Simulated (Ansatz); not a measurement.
# SnS: further runs on the relaxed cell

The task here is to estimate one member of a computed series from the others.

Computed with Ansatz 0.2.0 (DFT PBE and PBEsol (the runs whose input is shown use PBEsol), scalar-relativistic, plane waves, PAW).

1 further run of the same task is left out (set aside as unsound or not needed).

## The system as given

It takes space group Pnma (No. 62, orthorhombic). Conventional cell: a = 11.446 Å, b = 4.023 Å, c = 4.454 Å, α = 90.00°, β = 90.00°, γ = 90.00°. Sn (site symmetry m) is surrounded by 3 S at 2.66 to 2.69 Å. Around S (site symmetry m) lie 3 Sn at 2.66 to 2.69 Å.

As a file:

```
CELL_PARAMETERS angstrom
11.44550 0.00000 0.00000
0.00000 4.02328 0.00000
0.00000 0.00000 4.45420
ATOMIC_POSITIONS crystal
Sn 0.12154 0.25000 0.13001
Sn 0.37846 0.75000 0.63001
Sn 0.62154 0.25000 0.36999
Sn 0.87846 0.75000 0.86999
S 0.84990 0.25000 0.47744
S 0.65010 0.75000 0.97744
S 0.34990 0.25000 0.02256
S 0.15010 0.75000 0.52256
```

This cell was relaxed beforehand with the same method: volume 25.64 Å³/atom, gap on the mesh 1.05 eV.

Set-up of the first run:

input.yaml

```yaml
crystal:
  lattice:
    - [11.4455026898, 0.0, 0.0]
    - [0.0, 4.0232844605, 0.0]
    - [0.0, 0.0, 4.4542025305]
  atoms:
    - { symbol: Sn, position: [0.1215422486, 0.25, 0.1300059288] }
    - { symbol: Sn, position: [0.3784577514, 0.75, 0.6300059288] }
    - { symbol: Sn, position: [0.6215422486, 0.25, 0.3699940712] }
    - { symbol: Sn, position: [0.8784577514, 0.75, 0.8699940712] }
    - { symbol: S, position: [0.8498958702, 0.25, 0.4774433434] }
    - { symbol: S, position: [0.6501041298, 0.75, 0.9774433434] }
    - { symbol: S, position: [0.3498958702, 0.25, 0.0225566566] }
    - { symbol: S, position: [0.1501041298, 0.75, 0.5225566566] }
basis:
  ecutwfc: 420
kpoints:
  mp_grid: { grid: [4, 8, 6] }
hamiltonian:
  xc: pbesol
scf:
  occupations: { method: gaussian, width: 0.02 }
output:
  forces: true
  stress: true
  eigenvalues: true
  write_density: true
  write_potential: true
  elf: true
  volumetric_format: npy
relax:
  adjacent_minimum: "off"
  f_tol: 0.005
  max_steps: 50
  cell: { stress_tol: 0.05 }
```

Run with:

```sh
> ansatz run input.yaml --threads 4 --pin off --max-ram 10240MiB --backend cpu --events-out ev --progress --plain --runs-dir out
```

Steps of the session up to this table: The cell under PBEsol; The cell under PBE+D3(BJ); Relaxing with LDA.

One of the session's tables, all rows but one given; the rest of the session is left out.

```
functional   a (Å)  b (Å)  c (Å)  volume (Å³/atom)  gap on the mesh (eV)
       PBE  11.446  4.023  4.454             25.64                  1.05
    PBEsol       ?      ?      ?                 ?                     ?
PBE+D3(BJ)  11.153  4.000  4.259             23.75                  0.84
       LDA  10.976  3.954  4.184             22.70                  0.65
```

Q: Estimate the row for PBEsol from the others.

**Answer.** a (Å): 11.095; b (Å): 3.985; c (Å): 4.233; volume (Å³/atom): 23.39; gap on the mesh (eV): 0.74. In the column «a (Å)» it lies between LDA (10.976) and PBE+D3(BJ) (11.153).

The volumes rise in the order LDA, PBEsol, PBE+D3(BJ), PBE, over 13.0 %. PBE+D3(BJ) comes nearest to the reported cell (-1.8 %), which holds thermal expansion that these runs lack.
